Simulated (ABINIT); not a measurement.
# SrO (Fm-3m) in ABINIT: a series of runs

One crystal, SrO, is run at these levels: RPBE, BLYP, AM05, r2SCAN; tasks: band structure.

Everything below comes from runs of ABINIT 10.8.3 (patched build). Logs are shortened: lines on timing, memory, paths and dates and some standing lists are left out, and cuts for length are marked. The log counts tension as positive stress, the text compression.

**1. Starting point**

The structure is cubic, space group Fm-3m (No. 225). Conventional cell: a = 5.133 Å, b = 5.133 Å, c = 5.133 Å, α = 90.00°, β = 90.00°, γ = 90.00°. Around Sr (site symmetry m-3m) lie 6 O at 2.57 Å. Around O (site symmetry m-3m) lie 6 Sr at 2.57 Å.

**2. Band structure, RPBE**

The input, run.abi:

```
# Datasets: ground state, then fixed potential
ndtset 2

# Pseudopotentials
pp_dirpath "./"
pseudos "Sr.GGA_PBE-JTH.xml, O.GGA_PBE-JTH.xml"

# Structure
acell 3.6292962651 3.6292962651 3.6292962651 Angstrom
rprim
     0.0000000000     0.7071067812     0.7071067812
     0.7071067812     0.0000000000     0.7071067812
     0.7071067812     0.7071067812     0.0000000000
ntypat 2
znucl 38 8
natom 2
typat 1 2
xred
     0.5000000000     0.5000000000     0.5000000000
     0.0000000000     0.0000000000     0.0000000000

# Plane-wave basis
ecut 28.0
pawecutdg 50.0
pawxcdev 0

# Exchange and correlation
ixc 15

# Bands and occupations
occopt 3
tsmear 0.05 eV

# SCF cycle
nstep 100

# Output
iomode 3
prtwf 0
prteig 0
prtebands 0
prtden1 1

# Dataset 1
kptopt1 1
ngkpt1 9 9 9
nshiftk1 1
shiftk1 0.0 0.0 0.0
nband1 12
tolvrs1 1.0e-9

# Dataset 2: bands along G-X-W-K-G-L-U-W-L-K
iscf2 -2
getden2 1
nband2 18
nbdbuf2 4
tolwfr2 1.0e-11
kptopt2 -9
ndivsm2 8
prteig2 1
prtvol2 -3
kptbounds2
     0.0000000000     0.0000000000     0.0000000000
     0.5000000000     0.0000000000     0.5000000000
     0.5000000000     0.2500000000     0.7500000000
     0.3750000000     0.3750000000     0.7500000000
     0.0000000000     0.0000000000     0.0000000000
     0.5000000000     0.5000000000     0.5000000000
     0.6250000000     0.2500000000     0.6250000000
     0.5000000000     0.2500000000     0.7500000000
     0.5000000000     0.5000000000     0.5000000000
     0.3750000000     0.3750000000     0.7500000000
```

Potentials or basis: JTH PAW PBE v2.0.

The run is started by

```bash
abinit run.abi > log 2>&1
```

run.abo:

```text
.Version 10.8.3 of ABINIT
 DATASET    1 : space group Fm -3 m (#225); Bravais cF (face-center cubic)
================================================================================
 Values of the parameters that define the memory need for DATASET  1.
     intxc =       0    ionmov =       0      iscf =      17    lmnmax =      18
     lnmax =       6     mgfft =      36  mpssoang =       3    mqgrid =    3001
     natom =       2  nloc_mem =       2    nspden =       1   nspinor =       1
    nsppol =       1      nsym =      48    n1xccc =       1    ntypat =       2
    occopt =       3   xclevel =       2
       mpw =        1627          nfft =       46656          nkpt =          35
 PAW method is used; the additional fine FFT grid is defined by:
   mgfftf=        45    nfftf =     91125
================================================================================
================================================================================

 DATASET    2 : space group Fm -3 m (#225); Bravais cF (face-center cubic)
================================================================================
 Values of the parameters that define the memory need for DATASET  2.
     intxc =       0    ionmov =       0      iscf =      -2    lmnmax =      18
     lnmax =       6     mgfft =      36  mpssoang =       3    mqgrid =    3001
     natom =       2  nloc_mem =       2    nspden =       1   nspinor =       1
    nsppol =       1      nsym =      48    n1xccc =       1    ntypat =       2
    occopt =       3   xclevel =       2
       mpw =        1639          nfft =       46656          nkpt =         139
 PAW method is used; the additional fine FFT grid is defined by:
   mgfftf=        45    nfftf =     91125
================================================================================
================================================================================

--------------------------------------------------------------------------------
------------- Echo of variables that govern the present computation ------------
--------------------------------------------------------------------------------
 -outvars: echo values of preprocessed input variables --------
            acell      6.8583759708E+00  6.8583759708E+00  6.8583759708E+00 Bohr
              amu      8.76200000E+01  1.59994000E+01
             ecut      2.80000000E+01 Hartree
           getden1          0
           getden2          1
             iscf1         17
             iscf2         -2
              ixc          15
           jdtset        1    2
           kptopt1          1
           kptopt2         -9
         kptrlatt        9    0    0      0    9    0      0    0    9
          kptrlen1     6.17253837E+01
          kptrlen2     3.00000000E+01
            natom           2
            nband1         12
            nband2         18
           nbdbuf1          0
           nbdbuf2          4
           ndtset           2
           ndivsm1          0
[... 1288 lines left out ...]
...

 Integrated electronic density in atomic spheres:
 ------------------------------------------------
 Atom  Sphere_radius  Integrated_density
    1        2.20670          7.36607039
    2        1.41465          4.52532843

================================================================================

 ----iterations are completed or convergence reached----

 Mean square residual over all n,k,spin=   37.049E-13; max=  99.704E-13
 reduced coordinates (array xred) for    2 atoms
       0.500000000000      0.500000000000      0.500000000000
       0.000000000000      0.000000000000      0.000000000000

 cartesian coordinates (angstrom) at end:
    1      2.56630000003604     2.56630000003604     2.56630000003604
    2      0.00000000000000     0.00000000000000     0.00000000000000
 length scales=  6.858375970819  6.858375970819  6.858375970819 bohr
              =  3.629296265100  3.629296265100  3.629296265100 angstroms
 Eigenvalues (hartree) for nkpt= 139  k points:
 kpt#   1, nband= 18, wtk=  1.00000, kpt=  0.0000  0.0000  0.0000 (reduced coord)
  -1.01291   -0.37967   -0.33800   -0.33800   -0.33800    0.17766    0.17766    0.17766
   0.33281    0.41059    0.41059    0.41059    0.48855    0.48855    0.64468    1.03571
   1.03577    1.03998
 kpt#   2, nband= 18, wtk=  1.00000, kpt=  0.0217  0.0000  0.0217 (reduced coord)
  -1.01288   -0.38035   -0.33806   -0.33806   -0.33730    0.17648    0.17757    0.17757
   0.33394    0.40968    0.41135    0.41135    0.48878    0.48957    0.64627    1.03481
   1.03485    1.03492
 kpt#   3, nband= 18, wtk=  1.00000, kpt=  0.0435  0.0000  0.0435 (reduced coord)
  -1.01279   -0.38224   -0.33825   -0.33825   -0.33538    0.17314    0.17730    0.17730
   0.33715    0.40701    0.41360    0.41360    0.48949    0.49261    0.65097    1.03183
   1.03208    1.03247
 kpt#   4, nband= 18, wtk=  1.00000, kpt=  0.0652  0.0000  0.0652 (reduced coord)
  -1.01263   -0.38497   -0.33856   -0.33856   -0.33265    0.16811    0.17688    0.17688
   0.34204    0.40282    0.41732    0.41732    0.49066    0.49755    0.65854    1.02568
   1.02576    1.02807
 kpt#   5, nband= 18, wtk=  1.00000, kpt=  0.0870  0.0000  0.0870 (reduced coord)
[... 525 lines left out ...]
   0.38137    0.45648    0.51315    0.53809    0.59447    0.65805    0.69410    0.77429
   0.80871    0.94864
 kpt# 137, nband= 18, wtk=  1.00000, kpt=  0.3929  0.3929  0.7143 (reduced coord)
  -1.00653   -0.41150   -0.36401   -0.34664   -0.31937    0.13740    0.15333    0.15997
   0.37342    0.46166    0.50932    0.54355    0.59100    0.65632    0.70105    0.76863
   0.81256    0.94620
 kpt# 138, nband= 18, wtk=  1.00000, kpt=  0.3839  0.3839  0.7321 (reduced coord)
  -1.00645   -0.40877   -0.36588   -0.34720   -0.32175    0.14080    0.15530    0.16116
   0.36585    0.46750    0.50580    0.54892    0.58757    0.65575    0.70281    0.76641
   0.81352    0.93706
 kpt# 139, nband= 18, wtk=  1.00000, kpt=  0.3750  0.3750  0.7500 (reduced coord)
  -1.00640   -0.40644   -0.36708   -0.34770   -0.32398    0.14398    0.15723    0.16165
   0.35877    0.47363    0.50271    0.55376    0.58432    0.65674    0.69762    0.76961
   0.81136    0.93425

== END DATASET(S) ==============================================================
================================================================================

 -outvars: echo values of variables after computation  --------
            acell      6.8583759708E+00  6.8583759708E+00  6.8583759708E+00 Bohr
           etotal1    -4.7241952053E+01
            fcart1    -0.0000000000E+00 -0.0000000000E+00 -0.0000000000E+00
                      -0.0000000000E+00 -0.0000000000E+00 -0.0000000000E+00
            rprim      0.0000000000E+00  7.0710678120E-01  7.0710678120E-01
                       7.0710678120E-01  0.0000000000E+00  7.0710678120E-01
                       7.0710678120E-01  7.0710678120E-01  0.0000000000E+00
           strten1    -2.0316360191E-04 -2.0316360191E-04 -2.0316360191E-04
                       0.0000000000E+00  0.0000000000E+00  0.0000000000E+00
           xangst      2.5663000000E+00  2.5663000000E+00  2.5663000000E+00
                       0.0000000000E+00  0.0000000000E+00  0.0000000000E+00
             xred      5.0000000000E-01  5.0000000000E-01  5.0000000000E-01
                       0.0000000000E+00  0.0000000000E+00  0.0000000000E+00
 Calculation completed.
```

It took 83 s on 1 thread of Arm Neoverse V1, shared host; peak memory 0.16 GiB.

Results:

| Property | Result |
| --- | --- |
| Free energy | -1285.5190 eV |
| Pressure | 6.0 GPa |
| Band gap on the k mesh | 3.49 eV, indirect (least direct gap 3.57 eV) |
| Band gap along the path | 3.43 eV, indirect (least direct gap 3.51 eV) |
| Valence electrons inside the program's atomic spheres | Sr 7.37; O 4.53 |

Levels at the corners of the path, in eV from the valence-band top:
| point | band 6 | band 7 | band 8 | band 9 | band 10 | band 11 |
| --- | --- | --- | --- | --- | --- | --- |
| Γ | 0.00 | 0.00 | 0.00 | 4.22 | 6.34 | 6.34 |
| X | -0.39 | -0.07 | -0.07 | 3.43 | 7.93 | 10.23 |
| W | -1.10 | -0.40 | -0.40 | 6.16 | 6.16 | 8.72 |
| K | -0.92 | -0.56 | -0.44 | 4.93 | 8.05 | 8.84 |
| Γ | 0.00 | 0.00 | 0.00 | 4.22 | 6.34 | 6.34 |
| L | -2.10 | -1.11 | -1.11 | 6.71 | 8.62 | 8.96 |
| U | -0.92 | -0.56 | -0.44 | 4.93 | 8.05 | 8.84 |
| W | -1.10 | -0.40 | -0.40 | 6.16 | 6.16 | 8.72 |
| L | -2.10 | -1.11 | -1.11 | 6.71 | 8.62 | 8.96 |
| K | -0.92 | -0.56 | -0.44 | 4.93 | 8.05 | 8.84 |

Caveat: the PAW data sets were made with another functional, which shifts forces and pressure a little.

**3. Band structure, BLYP**

Edit run.abi of step 2 so:

```diff
@@ -27,3 +27,3 @@
 # Exchange and correlation
-ixc 15
+ixc -106131
```

Potentials or basis: JTH PAW PBE v2.0.

The run is started by

```bash
abinit run.abi > log 2>&1
```

It took 85 s on 1 thread of Arm Neoverse V1, shared host; peak memory 0.16 GiB.

Results (log left out):

| Item | Value |
| --- | --- |
| Free energy | -1287.5685 eV |
| Pressure | 5.7 GPa |
| Band gap on the k mesh | 3.50 eV, indirect (least direct gap 3.58 eV) |
| Band gap along the path | 3.45 eV, indirect (least direct gap 3.52 eV) |
| Valence electrons inside the program's atomic spheres | Sr 7.36; O 4.54 |

Levels at the corners of the path, in eV from the valence-band top:
```tsv
point	band 5	band 6	band 7	band 8	band 9	band 10	band 11	band 12
Γ	-14.00	0.00	0.00	0.00	4.27	6.29	6.29	6.29
X	-14.36	-0.37	-0.07	-0.07	3.45	7.93	10.24	10.66
W	-13.38	-1.10	-0.39	-0.39	6.17	6.17	8.73	11.13
K	-13.55	-0.91	-0.55	-0.42	4.94	8.08	8.85	10.18
Γ	-14.00	0.00	0.00	0.00	4.27	6.29	6.29	6.29
L	-12.76	-2.10	-1.11	-1.11	6.71	8.75	8.91	8.91
U	-13.55	-0.91	-0.55	-0.42	4.94	8.08	8.85	10.18
W	-13.38	-1.10	-0.39	-0.39	6.17	6.17	8.73	11.13
L	-12.76	-2.10	-1.11	-1.11	6.71	8.75	8.91	8.91
K	-13.55	-0.91	-0.55	-0.42	4.94	8.08	8.85	10.18
```

Caveat: the PAW data sets were made with another functional, which shifts forces and pressure a little.

(Part 1 of 2 ends here.)
